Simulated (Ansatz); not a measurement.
# Fitting the r2SCAN+D3(BJ) energy curve of Sn

The structure is cubic, space group Fd-3m (No. 227). The conventional cell has a = 6.467 Å, b = 6.467 Å, c = 6.467 Å, α = 90.00°, β = 90.00°, γ = 90.00°. Around Sn (site symmetry -43m) lie 4 Sn at 2.80 Å.

This isn't the form of Sn at room conditions, which is tetragonal (white tin).

The cell was scaled at fixed shape and fractions and run with Ansatz, Ansatz PAW, cutoff 500 eV; r2SCAN+D3(BJ), k mesh 7 × 7 × 7 on the cell of 2 atoms, fermi-dirac occupations of 0.05 eV, no spin polarisation, no spin-orbit coupling. The potentials were made for PBE. Energies are those that the program minimises, any entropy of the smearing included. For a metal such a mesh isn't converged to the digits shown.

```csv
V (Å³/atom),energy over the lowest row (meV/atom)
31.7748,46.43
32.4509,27.42
33.1269,13.74
33.8030,?
34.4791,0.51
35.1551,0.00
35.8312,2.97
```

Problem. Fit the third-order Birch-Murnaghan form, give V0, B0 and B′, and predict the energy left open.

Solution. With y = (V0/V)^(2/3), E = E0 + (9 V0 B0/16) [(y - 1)³ B′ + (y - 1)² (6 - 4y)]. Least squares through the rows shown give V0 = 34.9114 Å³/atom, E0 = -0.25 meV, B0 = 44.72 GPa (1 eV/Å³ = 160.218 GPa) and B′ = 4.47, with a largest miss of 0.02 meV. At V = 33.8030 the form with these constants gives 4.96 meV; the run gave 4.93 meV an atom. Measured volume: 34.16 Å³/atom at 300 K (a printed reference work), so the fit lies +2.2 % from it. The runs are for a static lattice.
